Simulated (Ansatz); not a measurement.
Program: Ansatz. Geometries: PBE0-D4/def2-TZVP. ΔE: electronic, gas phase. CCSD(T)/CBS is the MP2 limit (def2-TZVPP, def2-QZVPP) plus CCSD(T) − MP2 in def2-TZVPP, frozen cores. This one scheme is used for every species. Each species was taken in one conformer, which may not be the lowest.

`CC(C)(C)OC=O` + `C#CS` → `C#CSC=O` + tert-butanol  (substitution at a C–O bond)

`CC(C)(C)OC=O`:

```xyz
17

C     0.558    0.139    1.650
C     0.022    0.036    0.235
C    -1.098   -0.987    0.158
C    -0.409    1.400   -0.276
O     1.182   -0.436   -0.522
C     1.112   -0.653   -1.827
O     0.165   -0.510   -2.547
H    -0.229    0.488    2.322
H     0.907   -0.834    2.001
H     1.391    0.842    1.696
H    -1.499   -1.063   -0.851
H    -1.904   -0.688    0.832
H    -0.738   -1.968    0.474
H    -0.805    1.340   -1.288
H    -1.186    1.799    0.380
H     0.434    2.095   -0.263
H     2.098   -1.000   -2.174
```

`C#CS`:

```xyz
5

C    -1.196   -0.342    0.129
C    -0.004   -0.210    0.026
S     1.670   -0.167   -0.102
H    -2.251   -0.445    0.219
H     1.781    1.164   -0.272
```

`C#CSC=O`:

```xyz
7

C    -0.907   -1.640   -0.893
C     0.017   -0.955   -0.544
S     1.339   -0.042   -0.084
C     0.554    1.340    0.738
O    -0.612    1.508    0.887
H    -1.731   -2.242   -1.199
H     1.340    2.030    1.096
```

`CC(C)(C)O`:

Cartesian coordinates in Å:
```
C -1.211 -0.487 0.609
C 0.089 0.163 0.156
C 1.249 -0.807 0.284
C -0.033 0.671 -1.274
O 0.412 1.247 1.025
H -1.125 -0.819 1.646
H -2.042 0.222 0.543
H -1.461 -1.350 -0.013
H 1.348 -1.140 1.319
H 2.181 -0.321 -0.011
H 1.094 -1.681 -0.351
H -0.238 -0.146 -1.970
H 0.892 1.165 -1.579
H -0.852 1.393 -1.360
H -0.301 1.891 0.977
```

```tsv
species	CCSD(T)/CBS(def2) energy (Eh)
`CC(C)(C)OC=O`	-346.64354
`C#CS`	-475.00020
`C#CSC=O`	-588.21435
`CC(C)(C)O`	-233.41670
```

(1) Work out ΔE.

Largest T1 diagnostic among the species: 0.017.

Answers

(1) ΔE = (-588.21435) + (-233.41670) − (-346.64354) − (-475.00020) = 0.01269 Eh = +0.35 eV.

At CCSD(T), def2-SVP lies +0.21 eV from the extrapolated value and def2-TZVPP +0.04 eV. In def2-TZVPP, CCSD(T) changes the Hartree–Fock value by −0.13 eV (the triples alone add −0.03 eV) and MP2 by −0.18 eV.
